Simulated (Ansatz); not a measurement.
# FeGe (P6/mmm) in Ansatz: a series of runs

One crystal, FeGe, is run at these levels: PBEsol; tasks: single point.

All numbers are computed with Ansatz 0.2.0; they aren't measurements. Logs are shortened: lines on timing, memory, paths and dates and some standing lists are left out, and cuts for length are marked.

## Step 1: Starting point

Symmetry: P6/mmm, No. 191, hexagonal system. The conventional cell has a = 4.998 Å, b = 4.998 Å, c = 4.116 Å, α = 90.00°, β = 90.00°, γ = 120.00°. Around Ge (site symmetry -6m2) lie 6 Fe at 2.51 Å and 3 Ge at 2.89 Å. Ge (site symmetry 6/mmm) is surrounded by 6 Fe at 2.50 Å. Around Fe (site symmetry mmm) lie 6 Ge at 2.50 to 2.51 Å and 4 Fe at 2.50 Å.

The cell is a database's computed one.

## Step 2: Single point, PBEsol

Contents of input.yaml:

```yaml
crystal:
  lattice:
    - [4.9976023358, 0.0, 0.0]
    - [-2.4988011679, 4.3280505808, 0.0]
    - [0.0, 0.0, 4.11576135]
  atoms:
    - { symbol: Ge, position: [0.6666666667, 0.3333333333, 0.5] }
    - { symbol: Ge, position: [0.3333333333, 0.6666666667, 0.5] }
    - { symbol: Ge, position: [0.0, 0.0, 0.0] }
    - { symbol: Fe, position: [0.0, 0.5, 0.0] }
    - { symbol: Fe, position: [0.5, 0.5, 0.0] }
    - { symbol: Fe, position: [0.5, 0.0, 0.0] }
hamiltonian:
  xc: pbesol
  pseudopotentials: { kind: paw }
kpoints:
  mp_grid: { grid: [6, 6, 7] }
scf:
  occupations: { method: fermi_dirac, width: 0.05 }
output:
  forces: true
  stress: true
  eigenvalues: true
```

Potentials or basis: Ansatz PAW.

The run is started by

```bash
> ansatz run input.yaml --threads 2 --pin off --max-ram 5632MiB --backend cpu --events-out ev --progress --plain --runs-dir out
```

Standard output:

```text
Warning: RAYON_NUM_THREADS=2 ignored (pool sized by the plan → 2); use --threads N
Engine: ansatz 0.2.0, x86_64-unknown-linux-gnu
Pseudopotentials: kind: paw
Pseudopotential: Ge, paw, valence charge 14, recommended cutoff 420 eV (normal), Ge.paw.azcp
Pseudopotential: Fe, paw, valence charge 16, recommended cutoff 420 eV (normal), Fe.paw.azcp
Functional definition: PBEsol
  exchange = pbesol_x
  correlation = pbesol_c
Crystal: 6 atoms, lattice volume = 89.023 Å³
Basis set: ecut = 420 eV, 1699 PW (Γ), exchange–correlation on 72×72×60 points (8 copies of the dense FFT grid, shifted against one another)
Bands: 54, of which v1, the nominal top of the filled ones, is band 45 counted from 1 (44 counted from 0)
Symmetry: 24 space group operations
Space group: P6/mmm (ITA 191), of the structure as read, at distance tolerance 4.5e-5 Å
k-points: 28 of 252
Non-local potential: Ge, projectors of the file, l = 0: 2, l = 1: 2, l = 2: 3, l = 3: 1
Non-local potential: Fe, projectors of the file, l = 0: 3, l = 1: 2, l = 2: 3, l = 3: 1
PAW form: soft (Blöchl's): semilocal exchange-correlation on the pseudo side does not see the compensation charge
PAW frozen core: Ge, regenerated for the run's functional, and the local potential with it (the file was generated under x = pbe(κ = 0.804, μ = 0.2195149727645171), c = pbe(β = 0.06672455060314922))
PAW frozen core: Fe, regenerated for the run's functional, and the local potential with it (the file was generated under x = pbe(κ = 0.804, μ = 0.2195149727645171), c = pbe(β = 0.06672455060314922))
PAW one-centre angular grid: Ge, 590 points (default); XC on 64 Gauss nodes
PAW one-centre angular grid: Fe, 590 points (default); XC on 64 Gauss nodes
Initial density: superposition of atomic densities (neutral atoms: chi_scale 0, normalization atom), corrected by the library's trained network
Initial wavefunctions: pseudopotential atomic-orbital guess
Functional: x = pbesol(κ = 0.804, μ = 0.12345679012345678), c = pbesol(β = 0.046)
SCF iter   1: F=—  HF=-26107.322560 eV  |F-HF|=—  |Δ(HF+E_count)|=         —  Δρ=1.62e-2  dr2=1.63e-1  ethr=1.77e-3  ⟨swp⟩=6.0  Hψ=5036  notcnv=0  defer=6
preconditioner: auto → LDOS  [metal: Δε(μ)=0.005 eV  Ē_g=15.257 eV  σ=0.050 eV  W_gap=0.02  n_scr=26 (ndim 8)  ℏωp=32.0 eV  f_vac=0.038  D(μ)=16.63/eV (n_scr^D=282)  β→1.0]
SCF iter   2: F=—  HF=-26107.319564 eV  |F-HF|=—  |Δ(HF+E_count)|=   3.00e-3  Δρ=1.45e-2  dr2=7.39e-2  ethr=1.81e-4  ⟨swp⟩=3.1  Hψ=3234  notcnv=0  defer=32
SCF iter   3: F=—  HF=-26107.301482 eV  |F-HF|=—  |Δ(HF+E_count)|=   1.81e-2  Δρ=2.56e-3  dr2=2.07e-3  ethr=8.21e-5  ⟨swp⟩=2.8  Hψ=2742  notcnv=0  defer=32
SCF iter   4: F=—  HF=-26107.301327 eV  |F-HF|=—  |Δ(HF+E_count)|=   1.55e-4  Δρ=1.81e-3  dr2=1.78e-3  ethr=2.30e-6  ⟨swp⟩=2.0  Hψ=2111  notcnv=0  defer=32
SCF iter   5: F=—  HF=-26107.301082 eV  |F-HF|=—  |Δ(HF+E_count)|=   2.45e-4  Δρ=3.26e-4  dr2=6.88e-5  ethr=1.98e-6  ⟨swp⟩=2.0  Hψ=1655  notcnv=0  defer=32
SCF iter   6: F=—  HF=-26107.301103 eV  |F-HF|=—  |Δ(HF+E_count)|=   2.11e-5  Δρ=1.92e-4  dr2=1.05e-5  ethr=7.64e-8  ⟨swp⟩=2.0  Hψ=1809  notcnv=0  defer=32
SCF iter   7: F=—  HF=-26107.301101 eV  |F-HF|=—  |Δ(HF+E_count)|=   2.27e-6  Δρ=2.62e-5  dr2=3.29e-7  ethr=1.16e-8  ⟨swp⟩=1.8  Hψ=1556  notcnv=0  defer=32
SCF iter   8: F=-26107.301101 eV  HF=-26107.301101 eV  |F-HF|=1.52e-8  |Δ(HF+E_count)|=   4.57e-8  Δρ=6.04e-6  dr2=1.56e-8  ethr=1.11e-10  ⟨swp⟩=7.6  Hψ=5663  notcnv=0
SCF 1 converged in 8 iterations: F = -26107.301101 eV  dr2 = 1.56e-8
SCF converged after 8 iterations
Free energy (F): -26107.301101 eV
Harris-Foulkes:  -26107.301101 eV  (|F-HF|=1.52e-8)
Internal energy: -26107.165817 eV  (E = F + TS)
E sigma→0 (E₀):  -26107.233459 eV
Entropy (-TS):   -0.135284 eV (-22.547 meV/atom)
Fermi energy:    13.884754 eV
--- Per-component energies (eV) ---
  E_band       = -1070.299826
  E_kinetic    = 1396.531770
  E_local      = -14374.029954  (includes V_loc(G=0)·N_el)
  E_nonlocal   = 1914.202219
  E_hartree    = 6236.949370
  E_xc         = -578.254208
  E_vxc        = -651.295783  (∫ρ·V_xc dr)
  E_paw        = -9940.054668  (= ΣΔE_a)
  E_vpaw       = -1829.593075  (= ΣTr[D̂ρ^β])
  E_aug_tail   = 0.003397  (compensation charges beyond the density's cutoff)
  E_ewald      = -10765.805157
  E_core_change = 3.291414  (= ΣΔE_core)
  E_smearing   = -0.135284  (= −TS)
  E_closure    = 0.000000  (closes the sum)
  Σ components = -26107.301101   (vs F -26107.301101, Δ=0.00e0)
--- Forces (eV/Å), atoms counted from 1 ---
  atom   1  Ge     0.00000000    -0.00000000     0.00000000
  atom   2  Ge     0.00000000     0.00000000     0.00000000
  atom   3  Ge     0.00000000     0.00000000     0.00000000
  atom   4  Fe     0.00000000    -0.00000000     0.00000000
  atom   5  Fe    -0.00000000     0.00000000     0.00000000
  atom   6  Fe    -0.00000000     0.00000000     0.00000000
  max |Σ_I F_I| component: 3.70e-17 eV/Å
--- Stress (GPa, compression-positive) ---
      -10.417263      -0.000000       0.000000
        0.000000     -10.417263       0.000000
        0.000000       0.000000     -17.866804
  P = ⅓ Tr σ = -12.9004 GPa (-129.004 kbar)
--- Band table (eV; the first three rows and the last of 28) ---
  k-point 0: bands = ["-72.5062", "-72.4617", "-72.4617", "-38.9864", "-38.7992", "-38.7992", "-38.6663", "-38.6250", "-38.6250", "-38.6207", "-38.6207", "-38.6062", "-10.8372", "-10.7588", "-10.7588", "-10.6606", "-10.6606", "-10.6186", "-10.6186", "-10.6127", "-10.6127", "-10.5821", "-10.5821", "-10.5706", "-10.5551", "-10.5551", "-10.5155", "1.7847", "5.7386", "7.6075", "9.6719", "9.6719", "9.8671", "10.2583", "10.9741", "11.2215", "11.2215", "11.5970", "11.5970", "12.1971", "12.1971", "13.6756", "13.6756", "13.8740", "13.9329", "13.9329", "14.6211", "15.0827", "15.9504", "15.9504", "16.7848", "17.4586", "18.2902", "18.2902"]
  k-point 1: bands = ["-72.5062", "-72.4617", "-72.4617", "-38.9863", "-38.7993", "-38.7993", "-38.6666", "-38.6250", "-38.6250", "-38.6207", "-38.6207", "-38.6062", "-10.8366", "-10.7591", "-10.7591", "-10.6603", "-10.6603", "-10.6184", "-10.6184", "-10.6141", "-10.6141", "-10.5822", "-10.5822", "-10.5689", "-10.5546", "-10.5546", "-10.5158", "1.9561", "5.6184", "7.4284", "9.5323", "9.8624", "9.8624", "10.2363", "11.2264", "11.2264", "11.3470", "11.6017", "11.6017", "12.2196", "12.2196", "13.6759", "13.6759", "13.8655", "13.9158", "13.9158", "14.5833", "15.0828", "15.5522", "15.5522", "16.3045", "17.9181", "18.1053", "18.1053"]
  k-point 2: bands = ["-72.5062", "-72.4617", "-72.4617", "-38.9861", "-38.7993", "-38.7993", "-38.6672", "-38.6252", "-38.6252", "-38.6207", "-38.6207", "-38.6062", "-10.8352", "-10.7598", "-10.7598", "-10.6596", "-10.6596", "-10.6180", "-10.6180", "-10.6171", "-10.6171", "-10.5825", "-10.5825", "-10.5653", "-10.5535", "-10.5535", "-10.5164", "2.4529", "5.1501", "7.1267", "8.7315", "10.3981", "10.3981", "11.0770", "11.2311", "11.2311", "11.6118", "11.6148", "11.6148", "12.2835", "12.2835", "13.6704", "13.6704", "13.8466", "13.8790", "13.8790", "14.2118", "14.5391", "14.5391", "15.0830", "15.7242", "16.2030", "17.6965", "17.6965"]
  k-point 27: bands = ["-72.4839", "-72.4839", "-72.4617", "-38.8478", "-38.8478", "-38.7341", "-38.6871", "-38.6596", "-38.6596", "-38.6465", "-38.6465", "-38.6254", "-10.8308", "-10.7588", "-10.7588", "-10.6913", "-10.6462", "-10.6462", "-10.6082", "-10.6082", "-10.5935", "-10.5854", "-10.5705", "-10.5705", "-10.5490", "-10.5316", "-10.5316", "4.8615", "4.8615", "5.2442", "8.3783", "8.3783", "8.7591", "10.8435", "10.8435", "11.6827", "11.6827", "11.8547", "12.5013", "12.5013", "12.9085", "13.2476", "13.2476", "13.2900", "13.5732", "13.5732", "13.7782", "14.1406", "15.4139", "16.8398", "16.8398", "18.0951", "18.0951", "19.0775"]
```

Run time: 8 s. Hardware: 2 threads of AMD EPYC (Zen 3), shared host; peak memory 0.47 GiB.

Results:

```yaml
Free_energy: -26107.3011 eV
Pressure: -12.9 GPa
Band_gap_on_the_k_mesh: none (metal or under the smearing width)
```

Levels at points of the mesh, in eV from the Fermi level:
```
            k point  band 40  band 41  band 42  band 43  band 44  band 45  band 46  band 47  band 48  band 49
 (0.00, 0.00, 0.00)    -1.69    -1.69    -0.21    -0.21    -0.01     0.05     0.05     0.74     1.20     2.07
(0.00, -0.50, 0.00)    -1.55    -1.06    -0.76    -0.66    -0.13     0.04     1.25     1.40     1.41     2.05
```

Caveat: the PAW data sets come from PBE, with cores solved anew for the run's functional, which leaves a small shift of forces and pressure. Spin polarisation is off, so any magnetic state and its effect on volume and gap are missing.

## Step 3: Single point, PBEsol, collinear spin, ferromagnetic start

Changes to input.yaml since step 2:

```diff
@@ -9,5 +9,5 @@
     - { symbol: Ge, position: [0.0, 0.0, 0.0] }
-    - { symbol: Fe, position: [0.0, 0.5, 0.0] }
-    - { symbol: Fe, position: [0.5, 0.5, 0.0] }
-    - { symbol: Fe, position: [0.5, 0.0, 0.0] }
+    - { symbol: Fe, position: [0.0, 0.5, 0.0], spin: 3.0 }
+    - { symbol: Fe, position: [0.5, 0.5, 0.0], spin: 3.0 }
+    - { symbol: Fe, position: [0.5, 0.0, 0.0], spin: 3.0 }
 hamiltonian:
@@ -15,2 +15,4 @@
   pseudopotentials: { kind: paw }
+magnetization:
+  spin_polarized: true
 kpoints:
@@ -23 +25,5 @@
   eigenvalues: true
+  write_density: true
+  write_potential: true
+  elf: true
+  volumetric_format: npy
```

Potentials or basis: Ansatz PAW.

The run is started by

```bash
> ansatz run input.yaml --threads 2 --pin off --max-ram 5632MiB --backend cpu --events-out ev --progress --plain --runs-dir out
```

Run time: 40 s. Hardware: 2 threads of AMD EPYC (Zen 3), shared host; peak memory 0.59 GiB.

It converged, with:

| Quantity | Value |
| --- | --- |
| Free energy | -26108.0085 eV |
| Pressure | -10.2 GPa |
| Band gap on the k mesh | none (metal or under the smearing width) |
| Net moment | 4.26 μB per cell |
| Absolute moment | 4.91 μB per cell |
| Site moments | Ge -0.04, -0.07; Fe +1.50 μB |

Stress tensor (GPa, compression positive):
```
 -9.95   0.00   0.00
  0.00  -9.95   0.00
  0.00   0.00 -10.64
```

Levels at points of the mesh, in eV from the Fermi level:
Spin up:
```tsv
k point	band 43	band 44	band 45	band 46	band 47	band 48	band 49	band 50	band 51	band 52
(0.00, 0.00, 0.00)	-1.48	-1.26	-1.22	-1.22	-0.25	0.20	1.21	1.21	2.71	3.01
(0.00, -0.50, 0.00)	-1.75	-1.30	-1.23	0.44	0.45	0.88	1.37	1.65	2.90	3.51
```
Spin down:
```tsv
k point	band 41	band 42	band 43	band 44	band 45	band 46
(0.00, 0.00, 0.00)	-1.41	0.26	0.26	0.40	0.54	0.54
(0.00, -0.50, 0.00)	-0.77	-0.38	-0.33	0.23	0.51	1.38
```

Caveat: the PAW data sets come from PBE, with cores solved anew for the run's functional, which leaves a small shift of forces and pressure.

## Step 4: Single point, PBEsol, collinear spin, antiferromagnetic start

Changes to input.yaml since step 3:

```diff
@@ -10,3 +10,3 @@
     - { symbol: Fe, position: [0.0, 0.5, 0.0], spin: 3.0 }
-    - { symbol: Fe, position: [0.5, 0.5, 0.0], spin: 3.0 }
+    - { symbol: Fe, position: [0.5, 0.5, 0.0], spin: -3.0 }
     - { symbol: Fe, position: [0.5, 0.0, 0.0], spin: 3.0 }
```

The run is started by

```bash
> ansatz run input.yaml --threads 2 --pin off --max-ram 5632MiB --backend cpu --events-out ev --progress --plain --runs-dir out
```

It took 75 s on 2 threads of AMD EPYC (Zen 3), shared host; peak memory 0.72 GiB.

It converged, with:

```yaml
Free_energy: -26108.0085 eV
Pressure: -10.2 GPa
Band_gap_on_the_k_mesh: none (metal or under the smearing width)
Net_moment: 4.26 μB per cell
Absolute_moment: 4.91 μB per cell
Site_moments: Ge -0.04, -0.07; Fe +1.50 μB
```

Stress tensor (GPa, compression positive):
```
 -9.95   0.00   0.00
  0.00  -9.95   0.00
  0.00   0.00 -10.64
```

Levels at points of the mesh, in eV from the Fermi level:
Spin up:
| k point | band 43 | band 44 | band 45 | band 46 | band 47 | band 48 | band 49 | band 50 | band 51 | band 52 |
| --- | --- | --- | --- | --- | --- | --- | --- | --- | --- | --- |
| (0.00, 0.00, 0.00) | -1.48 | -1.26 | -1.22 | -1.22 | -0.25 | 0.20 | 1.21 | 1.21 | 2.71 | 3.01 |
| (0.00, -0.50, 0.00) | -1.75 | -1.30 | -1.23 | 0.44 | 0.45 | 0.88 | 1.37 | 1.65 | 2.90 | 3.51 |
| (-0.50, -0.50, 0.00) | -1.75 | -1.30 | -1.23 | 0.44 | 0.45 | 0.88 | 1.37 | 1.65 | 2.90 | 3.51 |
Spin down:
```tsv
k point	band 39	band 40	band 41	band 42	band 43	band 44	band 45	band 46	band 47	band 48
(0.00, 0.00, 0.00)	-2.25	-1.41	-1.41	0.26	0.26	0.40	0.54	0.54	0.99	1.36
(0.00, -0.50, 0.00)	-1.91	-1.55	-0.77	-0.38	-0.33	0.23	0.51	1.38	1.44	1.64
(-0.50, -0.50, 0.00)	-1.91	-1.55	-0.77	-0.38	-0.33	0.23	0.51	1.38	1.44	1.64
```

Caveat: the PAW data sets come from PBE, with cores solved anew for the run's functional, which leaves a small shift of forces and pressure; the starting moments weren't kept.

## Step 5: Summary

| spin | gap on the mesh (eV) | pressure (GPa) | moment (μB) |
| --- | --- | --- | --- |
| off | none | -12.9 | - |
| collinear, ferromagnetic start | none | -10.2 | 4.26 |
| collinear, antiferromagnetic start | none | -10.2 | 4.26 |

Alike in all rows: task single point; level PBEsol; potentials or basis Ansatz PAW; cell as given; k mesh 6 × 6 × 7; cutoff (eV) 420; smearing fermi-dirac 0.05 eV.

Every run on the cell as given and a fine mesh finds a metal.

Caveats: the PAW data sets come from PBE, with cores solved anew for the run's functional, which leaves a small shift of forces and pressure; the starting moments weren't kept (some runs).

Total energies depend on the potentials used, so only differences within one code and one set of settings carry meaning.
